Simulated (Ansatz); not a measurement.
Runs of Ansatz 0.2.0 on As. Symmetry: Pm-3m, No. 221, cubic system. The conventional cell has a = 2.704 Å, b = 2.704 Å, c = 2.704 Å, α = 90.00°, β = 90.00°, γ = 90.00°. As (site symmetry m-3m) has 6 As at 2.70 Å as nearest neighbours. This isn't the form of As at room conditions, which is rhombohedral.

```csv
level,cell,target pressure (GPa),gap on the mesh (eV),pressure (GPa),relaxed volume (Å³/atom)
PBEsol+D3(BJ),relaxed,-,none,0.0,18.70
PBEsol,relaxed,-,none,0.0,19.42
PBEsol,relaxed,0,none,0.0,19.42
PBEsol+D4,relaxed,-,none,0.0,(a)
PBEsol,relaxed to 5 GPa,5,none,5.0,-
```

Alike in all rows: task relaxation of cell and atoms; potentials or basis Ansatz PAW; no spin polarisation; k mesh 10 × 10 × 10; cutoff (eV) 420; smearing fermi-dirac 0.05 eV.

Task: Estimate the missing entries.

Result: (a) 18.95.

Caveats: the plane-wave basis is chosen anew once the cell has moved, so the energies of steps on either side of that aren't comparable; the PAW data sets come from PBE, with cores solved anew for the run's functional, which leaves a small shift of forces and pressure; pairwise dispersion overbinds metals, which lowers pressure and volume (some runs).

A k mesh can miss the band edges, and the runs leave out spin-orbit coupling on As.

A gap of «none» marks a metal or a gap under the smearing width.
